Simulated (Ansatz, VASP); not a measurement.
## Two plane-wave programs on SnSe

```
CELL_PARAMETERS angstrom
0.00000 3.01000 3.01000
3.01000 0.00000 3.01000
3.01000 3.01000 0.00000
ATOMIC_POSITIONS crystal
Sn 0.96678 0.96678 0.98624
Se 0.50000 0.50000 0.50000
```

Alike in both runs: task single point; functional PBEsol; k mesh 8 × 8 × 8; occupations gaussian, width 0.05 eV; no spin polarisation.

```csv
,VASP,Ansatz
version,VASP 6.6.1,Ansatz 0.2.0
potentials or method,"VASP PAW PBE potentials, release 64 (Sn_d, Se)","scalar-relativistic, plane waves, PAW"
plane-wave cutoff (eV),520,420
valence electrons in the cell,20,30
```

|  | VASP | Ansatz | Ansatz less VASP |
| --- | --- | --- | --- |
| gap on the k mesh at the Fermi level (eV) | 0.55 | 0.54 | -0.007 |
| least direct gap on the mesh (eV) | 0.55 | 0.54 | -0.007 |
| pressure (GPa) | -0.7 | -0.8 | -0.03 |
| largest component of the traceless stress (GPa) | 0.41 | 0.41 | -0.007 |
| rms of the force components (eV/Å) | 0.127 | 0.121 | -0.0058 |

Atom by atom the forces differ by 0.006 eV/Å (rms over components). With one functional, cell and mesh, what is left measures potentials, basis and numerics. The two sets of potentials don't hold the same shells in valence.

Caveats: the PAW data sets were made with another functional, which shifts forces and pressure a little (VASP); spin-orbit coupling is left out, which moves the levels of the heavy elements. A k mesh can miss the band edges.
